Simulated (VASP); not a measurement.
Something may be wrong with this VASP 6.6.1 calculation of Mn.

The input INCAR:

```
ALGO = Normal ; EDIFF = 1E-6
ENCUT = 520 ; ISIF = 2
ISMEAR = -5 ; LASPH = True
LCHARG = True ; LDAU = True
LDAUJ = 0 ; LDAUL = 2
LDAUPRINT = 1 ; LDAUTYPE = 2
LDAUU = 8 ; LMAXMIX = 4
LNONCOLLINEAR = True ; LREAL = False
LWAVE = False ; MAGMOM = -0.754 -0.7 0.052
NELM = 65 ; PREC = Accurate
SIGMA = 0.05
```

KPOINTS

```
k-points
0
Gamma
  2 1 1
```

POSCAR

```
Mn
2.6682
   -0.577355520576      0.577355520576      0.577355520576
    0.577355520576     -0.577355520576      0.577355520576
    0.577355520576      0.577355520576     -0.577355520576
Mn
1
Direct
    0.0000000000      0.0000000000      0.0000000000
```

Potentials or basis: VASP PAW LDA potentials, release 64 (Mn_pv).

The run is started by

```console
$ cat potpaw_LDA.64/Mn_pv/POTCAR > POTCAR
$ mpirun -np 1 vasp_ncl > vasp.out
```

OUTCAR:

```text
EDIFF = 1E-6
   ENCUT = 520
   ISIF = 2
   ISMEAR = -5
   LASPH = True
   LNONCOLLINEAR = True
   LREAL = False
   NELM = 65
   PREC = Accurate

[... 124 lines left out ...]
|     EEEEEEE  RRRRRR   RRRRRR   OOOOOOO  RRRRRR      ###     ###     ###     |
|     E        R     R  R     R  O     O  R     R     ###     ###     ###     |
|     E        R     R  R     R  O     O  R     R     ###     ###     ###     |
|     EEEEE    RRRRRR   RRRRRR   O     O  RRRRRR       #       #       #      |
|     E        R   R    R   R    O     O  R   R                               |
|     E        R    R   R    R   O     O  R    R      ###     ###     ###     |
|     EEEEEEE  R     R  R     R  OOOOOOO  R     R     ###     ###     ###     |
|                                                                             |
|     IBZKPT: tetrahedron method fails for NKPT<4. NKPT = 2                   |
|                                                                             |
|       ---->  I REFUSE TO CONTINUE WITH THIS SICK JOB ... BYE!!! <----       |
|                                                                             |
 -----------------------------------------------------------------------------
```

On the terminal:

```text
POSCAR found type information on POSCAR Mn
 POSCAR found :  1 types and       1 ions
[... 37 lines left out ...]

1
```

Question: How did it end, and where is the flaw?

Answer: The program refused the input. The input holds a flaw that was put in on purpose: tetrahedra on too few k points (ISMEAR = -5; k = 2 × 1 × 1).
